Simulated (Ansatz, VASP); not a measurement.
## Two plane-wave programs on Ca

```
Ca
1.0
     0.00000    2.76271    2.76271
     2.76271    0.00000    2.76271
     2.76271    2.76271    0.00000
Ca
1
Direct
  0.00000 0.00000 0.00000
```

Alike in both runs: task single point; functional PBE; k mesh 10 × 10 × 10; occupations fermi-dirac, width 0.03 eV; no spin polarisation.

|  | VASP | Ansatz |
| --- | --- | --- |
| version | VASP 6.6.1 | Ansatz 0.2.0 |
| potentials or method | VASP PAW PBE potentials, release 64 (Ca_sv) | plane waves (420 eV) with PAW, scalar-relativistic |
| plane-wave cutoff (eV) | 520 | 420 |
| valence electrons in the cell | 10 | 10 |

```tsv
	VASP	Ansatz	Ansatz less VASP
pressure (GPa)	0.0	0.0	0.00
```

With one functional, cell and mesh, what is left measures potentials, basis and numerics.
